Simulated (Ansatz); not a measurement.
Sb:

```
Sb
1.0
     4.52770    0.00000    0.00000
     0.00000    4.42110    0.00000
    -1.32052    0.00000    6.36435
Sb
4
Cartesian
  0.6363 1.1053 4.3511
  3.2336 3.3158 4.8545
  -0.0264 1.1053 1.5099
  2.5709 3.3158 2.0132
```

This isn't the form of Sb at room conditions, which is rhombohedral.

* Program: Ansatz 0.2.0
* Task: single point
* Functional: PBE
* Potentials or basis: Ansatz PAW
* Cutoff: 420 eV (not typed: the program's choice for these potentials)
* k mesh: 6 × 6 × 4
* Occupations: fermi-dirac, width 0.05 eV
* Spin: no spin polarisation

On this cell: pressure 0.1 GPa; largest force 0.140 eV/Å; band gap on the k mesh none (metal or under the smearing width).

The same run follows on a disturbed copy (atoms moved at random, drawn with an rms of 0.05 Å):

```
Sb
1.0
     4.52770    0.00000    0.00000
     0.00000    4.42110    0.00000
    -1.32052    0.00000    6.36435
Sb
4
Direct
  0.34003 0.24690 0.68907
  0.93857 0.74880 0.76055
  0.07669 0.25263 0.23496
  0.64862 0.75117 0.30966
```

Task: What changes?

Result: The energy (extrapolated to zero smearing) moves by +4.0 meV/atom; pressure -0.5 GPa; largest force 0.308 eV/Å; band gap on the k mesh none (metal or under the smearing width).

Forces in eV/Å, atoms in the order of the input:
```
Sb  -0.044  0.022 -0.037
Sb  -0.032 -0.012 -0.064
Sb  -0.228  0.010  0.142
Sb   0.305 -0.020 -0.041
```
